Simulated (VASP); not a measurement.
# TiCo: vacancies and antisites compared, part 5 of 7

Wanted: a map of the native defects of TiCo, all in one supercell and at one level. The start is a computed cell from the Materials Project.

VASP 6.6.1, plane waves and PAW; the level of theory is named at each step.

Still holding for the runs below: The magnetic state follows from one typed start and may not be the lowest.

So far, formation energy of the neutral defect (eV): step 7 (energies of this defect, 53 atoms, defect vacancy, element …) 2.25.

## (8) Relaxing the defect, 53 atoms, defect Ti vacancy

This step: PBE, spin-polarised from a ferromagnetic start; plane waves and PAW (Co, Ti) (VASP 6.6.1).

System of this step: Ti26Co27. The cell holds 53 atoms: 27 Co and 26 Ti. Its edges and angles: a = 8.892 Å, b = 8.892 Å, c = 8.892 Å, α = 90.0°, β = 90.0°, γ = 90.0°. It derives from TiCo. Nearest the centre at fractional (0.000, 0.000, 0.000): Co1 at 2.57 Å, Co7 at 2.57 Å, Co19 at 2.57 Å, Co3 at 2.57 Å, Co21 at 2.57 Å, Co25 at 2.57 Å, Co9 at 2.57 Å, Co27 at 2.57 Å.

Input file INCAR:

```
SYSTEM = Ti26Co27
PREC = Normal
ENCUT = 300
EDIFF = 1E-05
NELM = 120
ISMEAR = 1
SIGMA = 0.2
LREAL = Auto
ALGO = Fast
GGA = PE
NBANDS = 263
ISPIN = 2
MAGMOM = 2 2 2 2 2 2 2 2 2 2 2 2 2 2 2 2 2 2 2 2 2 2 2 2 2 2 2 1 1 1 1 1 1 1 1 1 1 1 1 1 1 1 1 1 1 1 1 1 1 1 1 1 1
LASPH = .TRUE.
LMAXMIX = 4
LORBIT = 11
LWAVE = .FALSE.
LCHARG = .TRUE.
KPAR = 4
NCORE = 2
IBRION = 2
NSW = 50
ISIF = 2
EDIFFG = -0.03
POTIM = 0.4
MAXMIX = 40
ISYM = 2
```

Input file POSCAR:

```
Ti26Co27
1.0
    8.8924587498      0.0000000000      0.0000000000
    0.0000000000      8.8924587498      0.0000000000
    0.0000000000      0.0000000000      8.8924587498
Co Ti
27 26
Direct
    0.1666666700      0.1666666700      0.1666666700
    0.1666666700      0.1666666700      0.5000000000
    0.1666666700      0.1666666700      0.8333333300
    0.1666666700      0.5000000000      0.1666666700
    0.1666666700      0.5000000000      0.5000000000
    0.1666666700      0.5000000000      0.8333333300
    0.1666666700      0.8333333300      0.1666666700
    0.1666666700      0.8333333300      0.5000000000
    0.1666666700      0.8333333300      0.8333333300
    0.5000000000      0.1666666700      0.1666666700
    0.5000000000      0.1666666700      0.5000000000
    0.5000000000      0.1666666700      0.8333333300
    0.5000000000      0.5000000000      0.1666666700
    0.5000000000      0.5000000000      0.5000000000
    0.5000000000      0.5000000000      0.8333333300
    0.5000000000      0.8333333300      0.1666666700
    0.5000000000      0.8333333300      0.5000000000
    0.5000000000      0.8333333300      0.8333333300
    0.8333333300      0.1666666700      0.1666666700
    0.8333333300      0.1666666700      0.5000000000
    0.8333333300      0.1666666700      0.8333333300
    0.8333333300      0.5000000000      0.1666666700
    0.8333333300      0.5000000000      0.5000000000
    0.8333333300      0.5000000000      0.8333333300
    0.8333333300      0.8333333300      0.1666666700
    0.8333333300      0.8333333300      0.5000000000
    0.8333333300      0.8333333300      0.8333333300
    0.0000000000      0.0000000000      0.3333333300
    0.0000000000      0.0000000000      0.6666666700
    0.0000000000      0.3333333300      0.0000000000
    0.0000000000      0.3333333300      0.3333333300
    0.0000000000      0.3333333300      0.6666666700
    0.0000000000      0.6666666700      0.0000000000
    0.0000000000      0.6666666700      0.3333333300
    0.0000000000      0.6666666700      0.6666666700
    0.3333333300      0.0000000000      0.0000000000
    0.3333333300      0.0000000000      0.3333333300
    0.3333333300      0.0000000000      0.6666666700
    0.3333333300      0.3333333300      0.0000000000
    0.3333333300      0.3333333300      0.3333333300
    0.3333333300      0.3333333300      0.6666666700
    0.3333333300      0.6666666700      0.0000000000
    0.3333333300      0.6666666700      0.3333333300
    0.3333333300      0.6666666700      0.6666666700
    0.6666666700      0.0000000000      0.0000000000
    0.6666666700      0.0000000000      0.3333333300
    0.6666666700      0.0000000000      0.6666666700
    0.6666666700      0.3333333300      0.0000000000
    0.6666666700      0.3333333300      0.3333333300
    0.6666666700      0.3333333300      0.6666666700
    0.6666666700      0.6666666700      0.0000000000
    0.6666666700      0.6666666700      0.3333333300
    0.6666666700      0.6666666700      0.6666666700
```

Input file KPOINTS:

```
Automatic mesh
0
Monkhorst-Pack
3 3 3
0 0 0
```

Potentials, in the order of the species: Co and Ti (PBE family, release 64).

Run with:

```console
$ mpirun -np 8 vasp_std
```

What it wrote:

```text
[... set-up lines as in an earlier step ...]
 entering main loop
       N       E                     dE             d eps       ncg     rms          rms(c)
DAV:   1     0.188846947291E+04    0.18885E+04   -0.89666E+04  4232   0.946E+02
DAV:   2    -0.228952764959E+03   -0.21174E+04   -0.19593E+04  4208   0.263E+02
DAV:   3    -0.443776136963E+03   -0.21482E+03   -0.18935E+03  4811   0.100E+02
DAV:   4    -0.457147679233E+03   -0.13372E+02   -0.12918E+02  5272   0.269E+01
DAV:   5    -0.457554330734E+03   -0.40665E+00   -0.40469E+00  5320   0.430E+00    0.934E+01
RMM:   6    -0.448143404526E+03    0.94109E+01   -0.35592E+02  4208   0.584E+01    0.649E+01
RMM:   7    -0.518188513922E+03   -0.70045E+02   -0.37549E+02  4403   0.474E+01    0.135E+02
RMM:   8    -0.445318130366E+03    0.72870E+02   -0.22706E+02  4259   0.435E+01    0.664E+01
RMM:   9    -0.414107473807E+03    0.31211E+02   -0.49642E+01  4211   0.201E+01    0.261E+01
RMM:  10    -0.410449562834E+03    0.36579E+01   -0.78334E+00  4240   0.658E+00    0.148E+01
RMM:  11    -0.410529396883E+03   -0.79834E-01   -0.30535E+00  4362   0.371E+00    0.142E+01
RMM:  12    -0.410053128323E+03    0.47627E+00   -0.12865E+00  4242   0.280E+00    0.100E+01
RMM:  13    -0.410241195040E+03   -0.18807E+00   -0.16848E+00  4432   0.253E+00    0.810E+00
RMM:  14    -0.410267596511E+03   -0.26401E-01   -0.11506E+00  4433   0.221E+00    0.553E+00
RMM:  15    -0.410347106528E+03   -0.79510E-01   -0.54658E-01  4247   0.171E+00    0.388E+00
RMM:  16    -0.410429584967E+03   -0.82478E-01   -0.29022E-01  4404   0.945E-01    0.270E+00
RMM:  17    -0.410510420697E+03   -0.80836E-01   -0.21825E-01  4407   0.757E-01    0.200E+00
RMM:  18    -0.410582096250E+03   -0.71676E-01   -0.21876E-01  4576   0.741E-01    0.125E+00
RMM:  19    -0.410595419392E+03   -0.13323E-01   -0.95246E-02  4359   0.537E-01    0.695E-01
RMM:  20    -0.410595341620E+03    0.77772E-04   -0.37717E-02  4357   0.341E-01    0.344E-01
RMM:  21    -0.410597519992E+03   -0.21784E-02   -0.15851E-02  4731   0.194E-01    0.237E-01
RMM:  22    -0.410597827781E+03   -0.30779E-03   -0.31914E-03  4771   0.962E-02    0.152E-01
RMM:  23    -0.410597964152E+03   -0.13637E-03   -0.11798E-03  4345   0.638E-02    0.666E-02
RMM:  24    -0.410597997170E+03   -0.33018E-04   -0.46967E-04  4855   0.294E-02    0.424E-02
RMM:  25    -0.410597990419E+03    0.67514E-05   -0.66021E-05  3775   0.141E-02
   1 F= -.41059799E+03 E0= -.41062740E+03  d E =-.410598E+03  mag=    19.1300
 curvature:   0.00 expect dE= 0.000E+00 dE for cont linesearch  0.000E+00
 trial: gam= 0.00000 g(F)=  0.208E+00 g(S)=  0.000E+00 ort = 0.000E+00 (trialstep = 0.100E+01)
 search vector abs. value=  0.208E+00
 bond charge predicted
       N       E                     dE             d eps       ncg     rms          rms(c)
DAV:   1    -0.410767492596E+03   -0.16950E+00   -0.67850E+00  4278   0.435E+00    0.124E+00
RMM:   2    -0.410764141617E+03    0.33510E-02   -0.14138E-01  4208   0.136E+00    0.646E-01
RMM:   3    -0.410762772891E+03    0.13687E-02   -0.18122E-02  4369   0.293E-01    0.341E-01
RMM:   4    -0.410760512520E+03    0.22604E-02   -0.55678E-03  4357   0.145E-01    0.133E-01
RMM:   5    -0.410760639548E+03   -0.12703E-03   -0.14665E-03  4587   0.749E-02    0.607E-02
RMM:   6    -0.410760666053E+03   -0.26505E-04   -0.40302E-04  4606   0.350E-02    0.362E-02
RMM:   7    -0.410760675011E+03   -0.89584E-05   -0.10232E-04  4232   0.177E-02    0.171E-02
RMM:   8    -0.410760676638E+03   -0.16272E-05   -0.23888E-05  2939   0.884E-03
   2 F= -.41076068E+03 E0= -.41079002E+03  d E =-.162686E+00  mag=    19.2538
[...]
3 F= -.41084418E+03 E0= -.41087169E+03  d E =-.246190E+00  mag=    19.2665
[...]
4 F= -.41087312E+03 E0= -.41090025E+03  d E =-.289420E-01  mag=    19.2507
[...]
5 F= -.41089023E+03 E0= -.41091719E+03  d E =-.460453E-01  mag=    19.2106
[...]
6 F= -.41089045E+03 E0= -.41091742E+03  d E =-.462715E-01  mag=    19.2032
[...]
7 F= -.41089778E+03 E0= -.41092442E+03  d E =-.733184E-02  mag=    19.1982
[...]
8 F= -.41090116E+03 E0= -.41092753E+03  d E =-.107092E-01  mag=    19.1813
 curvature:  -2.38 expect dE=-0.115E-02 dE for cont linesearch -0.266E-03
 ZBRENT: extrapolating
 opt :   3.9242  next Energy=  -410.901437 (dE=-0.110E-01)
 bond charge predicted
       N       E                     dE             d eps       ncg     rms          rms(c)
DAV:   1    -0.410901044528E+03    0.11628E-03   -0.39042E-01  4384   0.104E+00    0.160E-01
RMM:   2    -0.410901446283E+03   -0.40176E-03   -0.29455E-03  4208   0.157E-01    0.193E-02
RMM:   3    -0.410901508685E+03   -0.62401E-04   -0.55411E-04  4300   0.529E-02    0.979E-03
RMM:   4    -0.410901521659E+03   -0.12975E-04   -0.12784E-04  4626   0.252E-02    0.869E-03
RMM:   5    -0.410901523124E+03   -0.14646E-05   -0.16399E-05  2877   0.800E-03
   9 F= -.41090152E+03 E0= -.41092780E+03  d E =-.110711E-01  mag=    19.1714
 curvature:  -2.46 expect dE=-0.106E-02 dE for cont linesearch -0.532E-06
 trial: gam= 0.07299 g(F)=  0.431E-03 g(S)=  0.000E+00 ort = 0.387E-04 (trialstep = 0.214E+01)
 search vector abs. value=  0.474E-03
 reached required accuracy - stopping structural energy minimisation
```

Elapsed: 4.3 min, on 8 MPI ranks of Intel Xeon 6975P-C (Granite Rapids), shared host; peak memory 3.2 GiB.

From OUTCAR (step 8):

```text
   NELECT =     347.0000    total number of electrons

 E-fermi :   6.5414

 spin component 1
 k-point     1 :       0.0000    0.0000    0.0000
  band No.  band energies     occupation
    ...
    180       6.4389      0.87691
    181       6.4389      0.87690
    182       6.4559      0.82772
    183       6.4559      0.82771
    184       6.4559      0.82771
    185       6.6017      0.25730
    186       6.6017      0.25729
    187       6.6148      0.21124
    188       6.6148      0.21124
    189       6.6148      0.21124
    ...

 k-point     2 :       0.3333    0.0000    0.0000
  band No.  band energies     occupation
    ...
    176       6.3226      1.03234
    177       6.4366      0.88290
    178       6.4366      0.88289
    179       6.4516      0.84079
    180       6.5396      0.50742
    181       6.5714      0.37479
    182       6.5764      0.35457
    183       6.5764      0.35457
    184       6.5792      0.34329
    185       6.5861      0.31617
    ...

  Total       -1.1527213     -1.1527213     -1.1527213      0.0000000     -0.0000000     -0.0000000
  in kB       -2.6264511     -2.6264511     -2.6264511      0.0000000     -0.0000000     -0.0000000
  external PRESSURE =      -2.6264511 kB  Pullay stress =       0.0000000 kB

 POSITION                                       TOTAL-FORCE (eV/Angst)
 -----------------------------------------------------------------------------------
      1.50454      1.50454      1.50454         0.012712      0.012712      0.012712
      1.45403      1.45403      4.44623         0.007026      0.007026      0.000000
      1.50454      1.50454      7.38791         0.012712      0.012712     -0.012712
      1.45403      4.44623      1.45403         0.007026     -0.000000      0.007026
      1.47635      4.44623      4.44623         0.011111     -0.000000      0.000000
      1.45403      4.44623      7.43843         0.007026     -0.000000     -0.007026
      1.50454      7.38791      1.50454         0.012712     -0.012712      0.012712
      1.45403      7.43843      4.44623         0.007026     -0.007026      0.000000
      1.50454      7.38791      7.38791         0.012712     -0.012712     -0.012712
      4.44623      1.45403      1.45403         0.000000      0.007026      0.007026
      4.44623      1.47635      4.44623        -0.000000      0.011111      0.000000
      4.44623      1.45403      7.43843         0.000000      0.007026     -0.007026
      4.44623      4.44623      1.47635         0.000000     -0.000000      0.011111
      4.44623      4.44623      4.44623         0.000000     -0.000000      0.000000
      4.44623      4.44623      7.41611         0.000000     -0.000000     -0.011111
      4.44623      7.43843      1.45403        -0.000000     -0.007026      0.007026
      4.44623      7.41611      4.44623         0.000000     -0.011111      0.000000
      4.44623      7.43843      7.43843        -0.000000     -0.007026     -0.007026
      7.38791      1.50454      1.50454        -0.012712      0.012712      0.012712
      7.43843      1.45403      4.44623        -0.007026      0.007026      0.000000
      7.38791      1.50454      7.38791        -0.012712      0.012712     -0.012712
      7.43843      4.44623      1.45403        -0.007026     -0.000000      0.007026
      7.41611      4.44623      4.44623        -0.011111     -0.000000      0.000000
      7.43843      4.44623      7.43843        -0.007026     -0.000000     -0.007026
[...]
-----------------------------------------------------------------------------------
    total drift:                                0.000000      0.000000      0.000000

  FREE ENERGIE OF THE ION-ELECTRON SYSTEM (eV)
  ---------------------------------------------------
  free  energy   TOTEN  =      -410.9015231238 eV

  energy  without entropy=     -410.9803473793  energy(sigma->0) =     -410.92779788

 magnetization (x)
# of ion       s       p       d       tot
------------------------------------------
    1        0.025  -0.014   0.673   0.683
    2        0.024  -0.009   0.866   0.881
    3        0.025  -0.014   0.673   0.683
    4        0.024  -0.009   0.866   0.881
    5        0.026  -0.011   0.854   0.869
    6        0.024  -0.009   0.866   0.881
    7        0.025  -0.014   0.673   0.683
    8        0.024  -0.009   0.866   0.881
    9        0.025  -0.014   0.673   0.683
   10        0.024  -0.009   0.866   0.881
   11        0.026  -0.011   0.854   0.869
   12        0.024  -0.009   0.866   0.881
   13        0.026  -0.011   0.854   0.869
   14        0.028  -0.012   0.903   0.918
   15        0.026  -0.011   0.854   0.869
   16        0.024  -0.009   0.866   0.881
   17        0.026  -0.011   0.854   0.869
   18        0.024  -0.009   0.866   0.881
   19        0.025  -0.014   0.673   0.683
   20        0.024  -0.009   0.866   0.881
   21        0.025  -0.014   0.673   0.683
   22        0.024  -0.009   0.866   0.881
   23        0.026  -0.011   0.854   0.869
[...]
--------------------------------------------------
tot          0.488  -1.326  20.261  19.423

[... 8 parts as in an earlier step ...]

[... 11 further parts left out ...]
```

The steps of the relaxation:

```csv
step,energy less that of the first step (eV),largest force (eV/Å)
1,0.0000,0.8094
2,-0.1627,0.4990
3,-0.2462,0.1457
4,-0.2751,0.1060
5,-0.2922,0.0856
6,-0.2925,0.0875
7,-0.2998,0.0598
8,-0.3032,0.0337
9,-0.3035,0.0233
```

The atoms that moved most (Å):

```csv
atom,dx,dy,dz,length
Ti29,0.000,0.000,0.103,0.103
Ti33,0.000,0.103,0.000,0.103
Ti45,0.103,0.000,0.000,0.103
Ti28,0.000,0.000,-0.103,0.103
Ti30,0.000,-0.103,0.000,0.103
Ti36,-0.103,0.000,0.000,0.103
Co24,0.028,0.000,0.028,0.040
Co18,0.000,0.028,0.028,0.040
```

Numbers from this step:

```yaml
electronic_cycles: 72
electrons: 347
free_energy_toten: -410.9015 eV
energy_at_zero_smearing: -410.9278 eV
fermi_energy: 6.541 eV
moment_of_the_cell_from_the_last_line_of_the_log: 19.17 μB
```

Spin moment in the PAW sphere by element, in μB:

```csv
element,atoms,mean,spread (r.m.s.),least,largest
Co,27,0.821,0.090,0.683,0.918
Ti,26,-0.105,0.016,-0.131,-0.087
```

The atoms nearest the centre:

```csv
atom,distance (Å),spin moment in the PAW sphere (μB)
Co1,2.61,0.683
Co3,2.61,0.683
Co7,2.61,0.683
Co9,2.61,0.683
Co25,2.61,0.683
Co27,2.61,0.683
Co21,2.61,0.683
Co19,2.61,0.683
Ti29,2.86,-0.131
Ti33,2.86,-0.131
Ti45,2.86,-0.131
Ti28,2.86,-0.131
Ti30,2.86,-0.131
Ti36,2.86,-0.131
```

Spin density in the ac plane at fractional y = 0.000, through the centre, with atoms of Ti within 0.45 Å of it.

Values in units of 1e-2 e/Å³, 13 rows by 16 columns, each cell a mean:
```
-0.1 -0.3 -0.6 -1.0 -1.6 -2.6 -1.3 -0.9 -0.9 -1.1 -2.2 -2.1 -1.1 -0.7 -0.4 -0.2
-0.5 -0.6 -0.8 -1.0 -1.1 -1.3 -0.9 -0.8 -0.8 -0.9 -1.1 -1.2 -1.0 -0.9 -0.6 -0.5
-1.1 -0.9 -1.0 -1.0 -1.0 -1.2 -0.8 -0.8 -0.9 -0.8 -1.0 -1.1 -0.9 -1.0 -0.9 -1.0
-2.4 -1.4 -1.1 -1.0 -1.1 -1.6 -0.5 -0.8 -0.9 -0.5 -1.2 -1.4 -1.0 -1.1 -1.2 -2.0
-2.7 -1.5 -1.0 -1.0 -1.0 -1.7 -1.4 -1.2 -1.1 -1.3 -1.6 -1.2 -1.0 -1.0 -1.2 -2.2
-1.2 -0.8 -0.9 -0.8 -0.5 -1.4 -0.9 -0.9 -0.9 -0.8 -1.3 -0.8 -0.7 -0.9 -0.8 -1.0
-0.9 -0.8 -0.8 -0.9 -0.9 -1.1 -1.0 -0.9 -0.8 -0.9 -1.1 -1.0 -0.9 -0.8 -0.8 -0.9
-1.6 -0.8 -0.9 -0.8 -0.3 -1.5 -0.9 -0.9 -1.0 -0.8 -1.4 -0.6 -0.6 -0.9 -0.8 -1.2
-3.0 -1.8 -1.1 -1.1 -1.4 -1.7 -1.4 -1.2 -1.1 -1.4 -1.6 -1.5 -1.3 -1.1 -1.4 -2.6
-1.9 -1.1 -1.0 -0.9 -0.9 -1.5 -0.3 -0.8 -0.9 -0.4 -1.1 -1.2 -0.9 -1.0 -1.1 -1.5
-0.9 -0.8 -0.9 -1.0 -1.0 -1.1 -0.9 -0.9 -0.9 -0.9 -1.0 -1.1 -1.0 -0.9 -0.9 -0.8
-0.3 -0.4 -0.7 -0.9 -1.1 -1.5 -0.9 -0.8 -0.8 -0.8 -1.3 -1.4 -1.0 -0.8 -0.5 -0.3
-0.1 -0.2 -0.6 -1.1 -2.0 -3.0 -1.7 -1.0 -0.9 -1.3 -2.6 -2.5 -1.4 -0.7 -0.3 -0.1
```
Columns run along a (8.9 Å), rows up along c (8.9 Å). Atoms in or near the plane, at fractional coordinates: Ti at (0.00, 0.32), Ti at (0.00, 0.68), Ti at (0.32, 0.00), Ti at (0.33, 0.33), Ti at (0.33, 0.67), Ti at (0.68, 0.00), Ti at (0.67, 0.33), Ti at (0.67, 0.67).

Valence density in the ac plane at fractional y = 0.000, through the centre, with atoms of Ti within 0.45 Å of it. It is the smooth field of the valence electrons, not physical close to the nuclei.

Ten even steps from '_' (0.0 e/Å³) to '@' (1.1 e/Å³), each cell a mean:
```
__________..--**%%++::........--##%%++..__________
________....::----::..........::----::....________
______......................................______
____....................::....................____
__......................::......................__
::::..........::::::..........::::::::..........::
##==::......::==**++::........--++++--........--**
@@**::......::**@@##--........++@@%%==........--%%
**==::......::++%%**::........==####==........--++
::::........::::----::........::----::..........::
..................................................
........::..............................::........
..................................................
..............::::::............::::..............
==--........::==++==::........--++++--........::--
@@++::......::**@@##--........++@@%%==........--##
@@++::......::++%%**--........==####==........--##
==--::......::------::........::----::........::==
..................................................
____....................::::....................__
______........................................____
________......::::::............::::::......______
__________..::++++==::........::++++==....________
__________..--%%@@**::........--%%@@**::__________
```
Columns run along a (8.9 Å), rows up along c (8.9 Å). Atoms in or near the plane, at fractional coordinates: Ti at (0.00, 0.32), Ti at (0.00, 0.68), Ti at (0.32, 0.00), Ti at (0.33, 0.33), Ti at (0.33, 0.67), Ti at (0.68, 0.00), Ti at (0.67, 0.33), Ti at (0.67, 0.67).

The run ended after 9 ionic steps, 0.304 eV below its first step, once the forces on the free atoms met EDIFFG = -0.03.

The 8 first neighbours (Co) lie 2.57 Å from the site in the perfect crystal and 2.61 Å on average after the relaxation (+1.5 %).

## (9) Energies of this defect, 53 atoms, defect vacancy, element Ti

This step: point defect, PBE; plane waves and PAW (VASP 6.6.1).

This step runs nothing: it gathers the runs above.

Numbers from this step:

```
formation energy of the neutral defect : 2.054 eV
```

Formation energy:

```csv
formation energy (eV),largest move (Å)
2.054,0.1032
```

The formation energy is the energy of the relaxed defect cell less that of the perfect cell, with each removed atom booked to its reference and each added atom taken from it.

References, in eV an atom: Co -7.043 (crystal P6_3/mmc) and Ti -7.761 (crystal P6_3/mmc). They were run at the supercell's cutoff and functional, without U, and count both elements from their own phases.

The formation energy is 2.054 eV, and the largest move of an atom 0.10 Å.

(Continued in part 6 of 7.)

[Lines on the potential files, build, host, timing and source positions are cut from VASP's logs without a mark.]

[Logs are printed without paths, hosts, clocks, repeated set-up lines and the standing remarks that a program may print on its own settings, such as how far it seeks lower states.]

[Hosts, paths, dates, database ids (printed as entryN), source tags and the programs' standing remarks are cut or masked in the printed files.]

[In band tables of VASP the shares of atoms and orbitals are scaled to a sum of 1 inside the atoms' spheres.]

[Runs that stopped without an error message from VASP are left out.]
